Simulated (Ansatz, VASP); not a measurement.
**One calculation of MgO, two programs**

```xyz
2
Lattice="0.0000 2.1007 2.2057 2.1007 0.0000 2.2057 2.1007 2.1007 0.0000" Properties=species:S:1:pos:R:3 pbc="T T T"
Mg    0.0000    0.0000    0.0000
O     2.1007    2.1007    2.2057
```

Alike in both runs: task single point; functional PBEsol; k mesh 10 × 10 × 10; occupations gaussian, width 0.05 eV; no spin polarisation.

```csv
,VASP,Ansatz
version,VASP 6.6.1,Ansatz 0.2.0
potentials or method,"VASP PAW PBE potentials, release 64 (Mg, O)","scalar-relativistic, plane waves, PAW"
plane-wave cutoff (eV),520,420
valence electrons in the cell,8,16
```

|  | VASP | Ansatz | Ansatz less VASP |
| --- | --- | --- | --- |
| gap on the k mesh at the Fermi level (eV) | 4.17 | 4.18 | +0.004 |
| least direct gap on the mesh (eV) | 4.17 | 4.18 | +0.004 |
| pressure (GPa) | -5.6 | -5.1 | +0.56 |
| largest component of the traceless stress (GPa) | 4.77 | 4.76 | -0.009 |

The two sets of potentials don't hold the same shells in valence.

Caveats: the PAW data sets were made with another functional, which shifts forces and pressure a little (VASP).
